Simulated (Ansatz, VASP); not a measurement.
**AlN in VASP and in Ansatz**

The input INCAR:

```
PREC     = Accurate       # precision mode
ENCUT    = 600            # plane-wave cutoff, eV
EDIFF    = 1E-6           # SCF threshold, eV
ISMEAR   = 0              # smearing method
SIGMA    = 0.01           # smearing width, eV
LREAL    = F              # projectors in reciprocal space
LASPH    = T              # aspherical terms in the spheres
NELM     = 80             # most SCF steps
ALGO     = Normal         # electronic algorithm
ISIF     = 3              # what is computed and relaxed
LWAVE    = F              # write WAVECAR
LCHARG   = F              # write CHGCAR
GGA      = PE             # functional
IBRION   = 2              # ionic algorithm
NSW      = 60             # ionic steps
EDIFFG   = -0.003         # ionic threshold
```

KPOINTS

```
regular mesh
0
Gamma
  8 8 5
```

POSCAR

```
AlN
1.0
    3.1120000000      0.0000000000      0.0000000000
   -1.5560000000      2.6950710566      0.0000000000
    0.0000000000      0.0000000000      4.9800000000
Al N
2 2
Direct
    0.3333333333      0.6666666667      0.0000000000
    0.6666666667      0.3333333333      0.5000000000
    0.3333333333      0.6666666667      0.3820000000
    0.6666666667      0.3333333333      0.8820000000
```

Input for Ansatz:

```yaml
crystal:
  lattice:
    - [3.112, 0.0, 0.0]
    - [-1.556, 2.6950710566, 0.0]
    - [0.0, 0.0, 4.98]
  atoms:
    - { symbol: Al, position: [0.3333333333, 0.6666666667, 0.0] }
    - { symbol: Al, position: [0.6666666667, 0.3333333333, 0.5] }
    - { symbol: "N", position: [0.3333333333, 0.6666666667, 0.382] }
    - { symbol: "N", position: [0.6666666667, 0.3333333333, 0.882] }
scf:
  occupations: { method: fixed }
output:
  forces: true
  stress: true
  eigenvalues: true
hamiltonian:
  xc: pbe
kpoints:
  mp_grid: { grid: [8, 8, 5] }
relax:
  f_tol: 0.003
  max_steps: 40
  cell: { stress_tol: 0.02 }
```

Alike in both runs: task relaxation of cell and atoms; functional PBE; k mesh 8 × 8 × 5; no spin polarisation.

|  | VASP | Ansatz |
| --- | --- | --- |
| version | VASP 6.6.1 | Ansatz 0.2.0 |
| potentials or method | VASP PAW PBE potentials, release 64 (Al, N) | scalar-relativistic, plane waves, PAW |
| plane-wave cutoff (eV) | 600 | 420 |
| occupations | gaussian, width 0.01 eV | fixed |
| valence electrons in the cell | 16 | 16 |

|  | VASP | Ansatz | Ansatz less VASP |
| --- | --- | --- | --- |
| gap on the k mesh at the Fermi level, each at its own relaxed structure (eV) | 4.06 | 4.03 | -0.027 |
| relaxed volume (Å³/atom) | 10.62 | 10.65 | +0.021 |
| relaxed cell length with the largest relative difference (Å) | 3.128 | 3.130 | +0.0023 |
| energy change over the relaxation (meV/atom) | -2 | -2 | -0.5 |

As with any semilocal functional, this PBE gap is likely too small.
